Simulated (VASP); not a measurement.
# Adsorption of CH4 on the (1 1 1) face of Ti, part 2 of 5

Does CH4 stick to the (1 1 1) face of Ti, and does it stay whole? The molecule starts over a bridge site, flat. The start is a cell from a database of measured crystal structures.

VASP 6.6.1, plane waves and PAW; the level of theory is named at each step.

So far. Step 2 (Surface relaxation): The run ended after 12 ionic steps, 2.551 eV below its first step, once the forces on the free atoms met EDIFFG = -0.03.

It derives from a form of Ti that is not the ambient one, so the starting crystal is not the ambient structure.

### Step 3. Vacuum level and density of states

Level of this step: RPBE with D3(BJ); plane waves and PAW (Ti) (VASP).

A static run writes the electrostatic potential without exchange and correlation (LVHAR), which is flat in the vacuum and gives the level to count from. The dipole correction cancels the field that unlike faces would set up across the vacuum.

Input file INCAR:

```
SYSTEM = Ti
PREC = Normal
ENCUT = 400
EDIFF = 1E-06
NELM = 120
ISMEAR = 0
SIGMA = 0.05
LREAL = Auto
ALGO = Fast
GGA = RP
IVDW = 12
NBANDS = 52
LORBIT = 11
LWAVE = .FALSE.
LCHARG = .TRUE.
IDIPOL = 3
LDIPOL = .TRUE.
DIPOL = 0.5 0.5 0.41
LVHAR = .TRUE.
LVACPOTAV = .TRUE.
LELF = .TRUE.
NEDOS = 1500
```

Input file POSCAR:

```
Ti
1.0
    5.7417070632      0.0000000000      0.0000000000
   -2.8708535316      4.9724641778      0.0000000000
    0.0000000000      0.0000000000     24.4927841858
Ti
12
Direct
    0.3333333300      0.1666666700      0.3278516600
    0.3333333300      0.6666666700      0.3278516600
    0.8333333300      0.1666666700      0.3278516600
    0.8333333300      0.6666666700      0.3278516600
    0.6666666700      0.3333333300      0.4100708964
    0.6666666700      0.8333333300      0.4100708964
    0.1666666700      0.3333333300      0.4100708964
    0.1666666700      0.8333333300      0.4100708964
    0.0000000000      0.5000000000      0.4924694606
    0.0000000000      0.0000000000      0.4924694606
    0.5000000000      0.5000000000      0.4924694606
    0.5000000000      0.0000000000      0.4924694606
```

Input file KPOINTS:

```
Automatic mesh
0
Gamma
6 6 1
0 0 0
```

Potentials, in the order of the species: Ti (PBE family, release 64).

Launch:

```
$ mpirun -np 4 vasp_std
```

Output:

```text
[banner, memory and clock lines left out]
running    4 mpi-ranks, on    1 nodes
 distrk:  each k-point on    4 cores,    1 groups
 distr:  one band on    1 cores,    4 groups

 POSCAR found type information on POSCAR Ti
 POSCAR found :  1 types and      12 ions
 [... a notice as in an earlier step ...]

 LDA part: xc-table for (Slater+PW92), standard interpolation
 POSCAR, INCAR and KPOINTS ok, starting setup
 FFT: planning ... GRIDC
 FFT: planning ... GRID_SOFT
 FFT: planning ... GRID
 WAVECAR not read
 entering main loop
       N       E                     dE             d eps       ncg     rms          rms(c)
DAV:   1     0.224130317784E+03    0.22413E+03   -0.12237E+04   728   0.547E+02
DAV:   2    -0.744112740112E+02   -0.29854E+03   -0.26914E+03   744   0.145E+02
DAV:   3    -0.978658270793E+02   -0.23455E+02   -0.21703E+02  1036   0.459E+01
DAV:   4    -0.988146869629E+02   -0.94886E+00   -0.93164E+00   952   0.105E+01
DAV:   5    -0.988446447281E+02   -0.29958E-01   -0.29915E-01  1112   0.156E+00    0.446E+01
RMM:   6    -0.121791641913E+03   -0.22947E+02   -0.87266E+01   980   0.351E+01    0.290E+01
RMM:   7    -0.860893898729E+02    0.35702E+02   -0.11521E+02   776   0.443E+01    0.175E+01
RMM:   8    -0.870362583763E+02   -0.94687E+00   -0.12296E+01   931   0.150E+01    0.166E+01
RMM:   9    -0.807413362453E+02    0.62949E+01   -0.36663E+00   893   0.660E+00    0.836E+00
RMM:  10    -0.798893729497E+02    0.85196E+00   -0.12337E+00   864   0.386E+00    0.373E+00
RMM:  11    -0.797928912850E+02    0.96482E-01   -0.10538E+00   930   0.289E+00    0.329E+00
RMM:  12    -0.796751680744E+02    0.11772E+00   -0.60330E-01   837   0.325E+00    0.111E+00
RMM:  13    -0.796481841363E+02    0.26984E-01   -0.11345E-01   880   0.129E+00    0.338E-01
RMM:  14    -0.796491396631E+02   -0.95553E-03   -0.48513E-02   909   0.712E-01    0.560E-01
RMM:  15    -0.796458898988E+02    0.32498E-02   -0.21542E-02   872   0.624E-01    0.283E-01
RMM:  16    -0.796434084489E+02    0.24814E-02   -0.81332E-03   973   0.216E-01    0.580E-02
RMM:  17    -0.796426601422E+02    0.74831E-03   -0.27872E-03   903   0.102E-01    0.606E-02
RMM:  18    -0.796424460662E+02    0.21408E-03   -0.15157E-03   893   0.125E-01    0.798E-02
RMM:  19    -0.796428240579E+02   -0.37799E-03   -0.41890E-04   846   0.770E-02    0.237E-02
RMM:  20    -0.796430945193E+02   -0.27046E-03   -0.16184E-04   957   0.313E-02    0.176E-02
RMM:  21    -0.796432661816E+02   -0.17166E-03   -0.63575E-05   944   0.196E-02    0.532E-03
RMM:  22    -0.796433796217E+02   -0.11344E-03   -0.20404E-05   917   0.819E-03    0.327E-03
RMM:  23    -0.796434242309E+02   -0.44609E-04   -0.62380E-06   743   0.493E-03    0.224E-03
RMM:  24    -0.796434409570E+02   -0.16726E-04   -0.13092E-06   585   0.283E-03    0.723E-04
RMM:  25    -0.796434459092E+02   -0.49522E-05   -0.56314E-07   525   0.146E-03    0.907E-04
RMM:  26    -0.796434470041E+02   -0.10949E-05   -0.14228E-07   448   0.948E-04    0.342E-04
RMM:  27    -0.796434475421E+02   -0.53795E-06   -0.58242E-08   366   0.668E-04
|                                                                             |
|           W    W    AA    RRRRR   N    N  II  N    N   GGGG   !!!           |
|           W    W   A  A   R    R  NN   N  II  NN   N  G    G  !!!           |
|           W    W  A    A  R    R  N N  N  II  N N  N  G       !!!           |
|           W WW W  AAAAAA  RRRRR   N  N N  II  N  N N  G  GGG   !            |
|           WW  WW  A    A  R   R   N   NN  II  N   NN  G    G                |
|           W    W  A    A  R    R  N    N  II  N    N   GGGG   !!!           |
|                                                                             |
|     Did not find any points to average over, which means that no vacuum     |
|     field-free region was found. Please increase the size of  your cell     |
|     in the dimension of the dipole correction to obtain accurate            |
|     workfunction values.                                                    |
|                                                                             |

   1 F= -.11851750E+03 E0= -.11850463E+03  d E =-.257375E-01
```

It took 22 s on 4 MPI ranks of AMD EPYC 9R45, shared host; peak memory 0.73 GiB; 83 s of CPU time.

OUTCAR, selected parts (step 3):

```text
 Subroutine GETGRP returns: Found  6 space group operations
 (whereof  6 operations were pure point group operations)

The static configuration has the point symmetry C_3v.

 Found      7 irreducible k-points:

   k-points           NKPTS =      7   k-points in BZ     NKDIM =      7   number of bands    NBANDS=     52

   NELECT =      48.0000    total number of electrons

 dipolmoment           0.000000      0.000000      0.000884 electrons x Angstroem

 E-fermi :  -2.1431

 k-point     1 :       0.0000    0.0000    0.0000
  band No.  band energies     occupation
    ...
     16      -2.9930      2.00000
     17      -2.9930      2.00000
     18      -2.9930      2.00000
     19      -2.2484      1.99709
     20      -2.2439      1.99563
     21      -1.6837      0.00000
     22      -1.6837      0.00000
     23      -1.6421      0.00000
     24      -1.6421      0.00000
     25      -1.6421      0.00000
    ...

 k-point     2 :       0.1667    0.0000    0.0000
  band No.  band energies     occupation
    ...
     16      -2.9742      2.00000
     17      -2.9742      2.00000
     18      -2.9726      2.00000
     19      -2.3648      2.00000
     20      -2.2591      1.99896
     21      -1.9279      0.00000
     22      -1.9279      0.00000
     23      -1.8802      0.00000
     24      -1.8142      0.00000
     25      -1.6074      0.00000
    ...

 Edisp (eV)  -38.87405

  Total     -30.06657   -30.06657     0.10753    -0.00000     0.00000    -0.00000
  in kB     -68.88801   -68.88801     0.24637    -0.00000     0.00000    -0.00000
  external pressure =      -45.84 kB  Pullay stress =        0.00 kB

 POSITION                                       TOTAL-FORCE (eV/Angst)
 -----------------------------------------------------------------------------------
      1.43543      0.82874      8.03000         0.000000      0.000000     -0.032379
     -0.00000      3.31498      8.03000        -0.000000      0.000000     -0.032379
      4.30628      0.82874      8.03000         0.000000      0.000000     -0.032379
      2.87085      3.31498      8.03000        -0.000000     -0.000000     -0.032379
      2.87085      1.65749     10.04378         0.000000     -0.000000      0.024887
      1.43543      4.14372     10.04378         0.000000     -0.000000      0.024887
      0.00000      1.65749     10.04378         0.000000     -0.000000      0.024887
     -1.43543      4.14372     10.04378         0.000000     -0.000000      0.024887
     -1.43543      2.48623     12.06195        -0.000000      0.000000      0.007492
      0.00000      0.00000     12.06195        -0.000000      0.000000      0.007492
      1.43543      2.48623     12.06195        -0.000000      0.000000      0.007492
      2.87085      0.00000     12.06195         0.000000      0.000000      0.007492
 -----------------------------------------------------------------------------------
    total drift:                                0.000000      0.000000     -0.004950

  FREE ENERGIE OF THE ION-ELECTRON SYSTEM (eV)
  ---------------------------------------------------
  free  energy   TOTEN  =      -118.5174978395 eV

  energy  without entropy=     -118.4917603470  energy(sigma->0) =     -118.50462909

 vacuum level on the upper side and lower side of the slab         2.357         2.351

 total charge
# of ion       s       p       d       tot
------------------------------------------
    1        0.598   0.477   2.509   3.584
    2        0.598   0.477   2.509   3.584
    3        0.598   0.477   2.509   3.584
    4        0.598   0.477   2.509   3.584
    5        0.640   0.697   2.706   4.043
    6        0.640   0.697   2.706   4.043
    7        0.640   0.697   2.706   4.043
    8        0.640   0.697   2.706   4.043
    9        0.597   0.477   2.506   3.580
   10        0.597   0.477   2.506   3.580
   11        0.597   0.477   2.506   3.580
   12        0.597   0.477   2.506   3.580
--------------------------------------------------
tot          7.340   6.604  30.884  44.829

[... 5 parts as in an earlier step ...]

[... 6 further parts left out ...]
```

Numbers from this step:

```
electronic cycles                                    : 27
DOS at the Fermi level, one point of the energy grid : 20.68 states/eV/cell
dipole moment                                        : 0, 0, 8.84e-4 e·Å
vacuum levels                                        : 2.357, 2.351 eV
work functions of the upper and lower face           : 4.500, 4.494 eV
```

The density of states has structure finer than the step of the table below, so its rows give means over 0.25 eV, whole bins alone (the curve runs from -6.13 to 4.56 eV). Peaks (eV: height): total -0.826: 37.1, 0.165: 40.8, 0.572: 34.1, 0.722: 34.9; Ti s -4.315: 5.55, -3.459: 4.88, -2.774: 6.77, -2.453: 4.91; Ti p -0.826: 7.06, 0.165: 7.13, 0.572: 7.34, 1.492: 6.36; Ti d -0.826: 27.4, 0.165: 28.2, 0.743: 30.8, 0.914: 27.0.

Table of density of states by energy, zero at the Fermi level; means over each step; values in states/eV/cell:

| energy (eV) | total | Ti s | Ti p | Ti d |
| --- | --- | --- | --- | --- |
| -6.00 | 0 | 0 | 0 | 0 |
| -5.75 | 0.124 | 0.111 | 0.00457 | 6.2e-4 |
| -5.50 | 1.30 | 1.14 | 0.0749 | 0.00776 |
| -5.25 | 0.133 | 0.116 | 0.00810 | 6.9e-4 |
| -5.00 | 1.60 | 1.32 | 0.169 | 0.0196 |
| -4.75 | 1.06 | 0.853 | 0.128 | 0.0178 |
| -4.50 | 0.146 | 0.108 | 0.0259 | 0.00546 |
| -4.25 | 2.57 | 1.90 | 0.452 | 0.103 |
| -4.00 | 2.54 | 1.64 | 0.403 | 0.239 |
| -3.75 | 0.344 | 0.205 | 0.0436 | 0.0401 |
| -3.50 | 6.02 | 3.52 | 1.31 | 0.759 |
| -3.25 | 1.93 | 0.988 | 0.406 | 0.426 |
| -3.00 | 4.16 | 1.58 | 0.645 | 1.45 |
| -2.75 | 11.5 | 3.28 | 1.96 | 5.73 |
| -2.50 | 14.7 | 3.13 | 1.75 | 8.90 |
| -2.25 | 8.02 | 1.87 | 1.28 | 4.68 |
| -2.00 | 12.5 | 1.73 | 1.92 | 8.31 |
| -1.75 | 12.7 | 1.21 | 1.61 | 9.52 |
| -1.50 | 21.8 | 1.54 | 2.82 | 16.8 |
| -1.25 | 12.2 | 0.655 | 1.42 | 9.96 |
| -1.00 | 9.73 | 0.385 | 1.18 | 7.68 |
| -0.75 | 23.8 | 0.735 | 3.43 | 18.2 |
| -0.50 | 11.2 | 0.428 | 1.10 | 8.68 |
| -0.25 | 19.6 | 0.562 | 2.69 | 13.5 |
| 0.00 | 21.3 | 0.585 | 3.26 | 14.7 |
| 0.25 | 23.5 | 0.425 | 4.05 | 16.8 |
| 0.50 | 26.7 | 0.230 | 4.83 | 19.6 |
| 0.75 | 24.8 | 0.197 | 2.23 | 21.4 |
| 1.00 | 22.6 | 0.278 | 2.78 | 18.5 |
| 1.25 | 13.2 | 0.152 | 1.52 | 10.5 |
| 1.50 | 19.7 | 0.243 | 3.35 | 15.1 |
| 1.75 | 13.7 | 0.0697 | 0.988 | 11.6 |
| 2.00 | 19.4 | 0.0848 | 0.784 | 17.3 |
| 2.25 | 15.2 | 0.107 | 0.627 | 13.3 |
| 2.50 | 11.8 | 0.0810 | 0.614 | 10.1 |
| 2.75 | 10.1 | 0.0905 | 0.621 | 8.60 |
| 3.00 | 5.32 | 0.0443 | 0.389 | 4.50 |
| 3.25 | 1.97 | 0.00488 | 0.0340 | 1.87 |
| 3.50 | 1.66 | 0.00652 | 0.0369 | 1.56 |
| 3.75 | 2.89 | 0.00864 | 0.164 | 2.65 |
| 4.00 | 2.36 | 0.00181 | 0.0422 | 2.27 |
| 4.25 | 0.0202 | 0 | 6.7e-5 | 0.0197 |

Zero at the Fermi level. Planar average of the electrostatic potential against height:

| height (Å) | planar average of the electrostatic potential (eV) |
| --- | --- |
| 0 | 4.49 |
| 1 | 4.49 |
| 2 | 4.49 |
| 3 | 4.49 |
| 4 | 4.49 |
| 5 | 4.42 |
| 6 | 3.82 |
| 7 | -0.608 |
| 8 | -5.87 |
| 9 | -2.85 |
| 10 | -5.43 |
| 11 | -2.79 |
| 12 | -5.81 |
| 13 | -1.40 |
| 14 | 3.68 |
| 15 | 4.41 |
| 16 | 4.49 |
| 17 | 4.50 |
| 18 | 4.50 |
| 19 | 4.50 |
| 20 | 4.50 |
| 21 | 4.50 |
| 22 | 4.50 |
| 23 | 4.49 |
| 24 | 4.49 |

Density of states in the PAW spheres, an atom over height of the layer and energy from the Fermi level.

Values in states/eV, 22 rows by 3 columns, each cell a mean:
```
2.14 0.98 2.15
2.18 0.81 2.19
1.22 0.86 1.22
1.53 1.36 1.53
0.77 1.34 0.77
1.33 1.86 1.34
0.86 1.05 0.85
0.85 1.08 0.85
0.74 1.08 0.73
0.23 0.31 0.23
0.29 0.36 0.29
0.12 0.09 0.12
0.14 0.23 0.13
0.03 0.05 0.03
0.08 0.15 0.08
0.05 0.09 0.05
0.01 0.01 0.01
0.00 0.00 0.00
0.00 0.00 0.00
0.00 0.00 0.00
0.00 0.00 0.00
0.00 0.00 0.00
```
Columns: height of the layer (Å) from 8 to 12.1; rows upwards: energy from the Fermi level (eV) from -7.9 to 0.5.

Valence density in the ca plane at fractional y = 0.000, with atoms of Ti within 0.2 Å of it. It is the smooth field of the valence electrons, not physical close to the nuclei.

Ten steps, logarithmic in the rise over the least value, from '0' (0.0 e/Å³) to '9' (1.1 e/Å³), each cell a mean:
```
00000000000001234556666666667899853211000000
00000000000001234556666666666787643211000000
00000000000001234566666666666666543211000000
00000000000001234567766677666666543211000000
00000000000001234566666666666666543211000000
00000000000001234556666666666788653211000000
00000000000001234556666666667899853211000000
00000000000001234556666666677899864211000000
00000000000001234556666666667788753211000000
00000000000001234556666666666677643211000000
00000000000001234567766676666666543211000000
00000000000001234567766676666666543211000000
00000000000001234556666666666677643211000000
00000000000001234556666666667788753211000000
00000000000001234556666666677899864211000000
```
Columns run along c (16.0 Å, from fractional 0.04 to 0.70 of the cell), rows up along a (5.7 Å). Atoms in or near the plane, at fractional coordinates: Ti at (0.49, 0.00), Ti at (0.49, 0.50).

ELF in the ca plane at fractional y = 0.000, with atoms of Ti within 0.2 Å of it. It is the smooth field of the valence electrons, not physical close to the nuclei.

Ten even steps from '0' (0.00) to '9' (0.73), each cell a mean:
```
03000000000124688754689767972000001221000000
00000000000123566432356433553100012321100000
00000000000013443212234321245432245542100000
00000000000012332111233320136654466642100000
00000000000013443212234321245432235532100000
00000000000123566432356533553100012321100000
00000000000124689754689767972000001221000000
01100000000124799865799878972000001111000000
03000000000124677643478645762000011221100000
00000000000013454222345422344211123432100000
00000000000012332111233321136643456542100000
00000000000012332111233321136643456542100000
00000000000013454322345422344211123432100000
00000000000124677643578645762000011221000000
01100000000124799865799878972000001111000000
```
Columns run along c (16.0 Å, from fractional 0.04 to 0.70 of the cell), rows up along a (5.7 Å). Atoms in or near the plane, at fractional coordinates: Ti at (0.49, 0.00), Ti at (0.49, 0.50).

Electrostatic potential energy in the ca plane at fractional y = 0.000, with atoms of Ti within 0.2 Å of it. With pseudopotentials it is smooth inside the atoms' cores, unlike the true potential.

Ten even steps from '0' (-12 eV) to '9' (2 eV), each cell a mean:
```
99999999999999998766678776641000025899999999
99999999999999987643456543452100147899999999
99999999999999987421234322245433468999999999
99999999999999986311123211246655678999999999
99999999999999987421234322245322468999999999
99999999999999987643456544452100147899999999
99999999999999998766678776641000025899999999
99999999999999998766788877641000015899999999
99999999999999998654567655542000026899999999
99999999999999987532245432344211257899999999
99999999999999986311124211246544578999999999
99999999999999986311124211246544578999999999
99999999999999987532245432344211257899999999
99999999999999998655567755541000026899999999
99999999999999998766788877641000015899999999
```
Columns run along c (16.0 Å, from fractional 0.04 to 0.70 of the cell; values clipped at the 3rd and 97th percentile), rows up along a (5.7 Å). Atoms in or near the plane, at fractional coordinates: Ti at (0.49, 0.00), Ti at (0.49, 0.50).

The density of states holds every band computed, so its fall toward the upper end of the range is no gap.

The map of layer states is cut here 0.5 eV above the Fermi level, so it leaves out the states above that.

The vacuum level lies 4.50 eV above the Fermi level at the upper face; both faces agree, as the slab has next to no dipole.

The program found no field-free point at its default tolerance, but its printed level agrees with the flat part of the planar average.

On this mesh the fine structure of the density of states is sampling noise, and high empty states may be cut by the number of bands.

(Part 2 of 5 ends here.)

[Lines on the potential files, build, host, timing and source positions are cut from VASP's logs without a mark.]

[Logs are printed without paths, hosts, clocks, repeated set-up lines and the standing remarks that a program may print on its own settings, such as how far it seeks lower states.]

[Hosts, paths, dates, database ids (printed as entryN), source tags and the programs' standing remarks are cut or masked in the printed files.]

[Runs that stopped without an error message from VASP are left out.]

[In band tables of VASP the shares of atoms and orbitals are scaled to a sum of 1 inside the atoms' spheres.]
